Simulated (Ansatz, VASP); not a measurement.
# One calculation of PbS, two programs

INCAR

```
  PREC = Accurate
  ENCUT = 520
  EDIFF = 1E-6
  ISMEAR = 0
  SIGMA = 0.1
  LREAL = F
  LASPH = T
  NELM = 100
  ALGO = Fast
  ISIF = 2
  LWAVE = F
  LCHARG = T
  GGA = PE
  LELF = T
  LVHAR = T
  NBANDS = 17
```

The input KPOINTS:

```
Automatic mesh
0
Gamma
  12 12 10
```

File POSCAR:

```
PbS
1.0
    4.0896976867      0.0000000000      0.0000000000
   -2.0448488433      3.5417820905      0.0000000000
    0.0000000000      0.0000000000      3.7881670000
Pb S
1 1
Direct
    0.0000000000      0.0000000000      0.0000000000
    0.6886731866      0.3333333300      0.5000000000
```

Input for Ansatz:

```yaml
crystal:
  lattice:
    - [4.0896976867, 0.0, 0.0]
    - [-2.0448488433, 3.5417820905, 0.0]
    - [0.0, 0.0, 3.788167]
  atoms:
    - { symbol: Pb, position: [0.0, 0.0, 0.0] }
    - { symbol: S, position: [0.6886731866, 0.33333333, 0.5] }
basis:
  ecutwfc: 420
kpoints:
  mp_grid: { grid: [12, 12, 10] }
hamiltonian:
  xc: pbe
scf:
  occupations: { method: gaussian, width: 0.1 }
output:
  forces: true
  stress: true
  eigenvalues: true
```

Change from the starting cell: one atom moved.

Alike in both runs: task single point; functional PBE; k mesh 12 × 12 × 10; occupations gaussian, width 0.1 eV; no spin polarisation.

|  | VASP | Ansatz |
| --- | --- | --- |
| version | VASP 6.6.1 | Ansatz 0.2.0 |
| potentials or method | VASP PAW PBE potentials, release 64 (Pb_d, S) | scalar-relativistic, plane waves, PAW |
| plane-wave cutoff (eV) | 520 | 420 |
| valence electrons in the cell | 20 | 20 |

VASP gave:

```
gap on the k mesh at the Fermi level (eV)       : none
pressure (GPa)                                  : 0.0
largest component of the traceless stress (GPa) : 0.08
rms of the force components (eV/Å)              : 0.087
```

**Question.** Which values does Ansatz return?

**Answer.** gap on the k mesh at the Fermi level (eV): none; pressure (GPa): 0.0; largest component of the traceless stress (GPa): 0.09; rms of the force components (eV/Å): 0.087.

Atom by atom the forces differ by 0.000 eV/Å (rms over components). A gap of «none» marks a metal or a gap that the smearing closes.

The runs have no spin-orbit coupling, so splittings on Pb are missing.
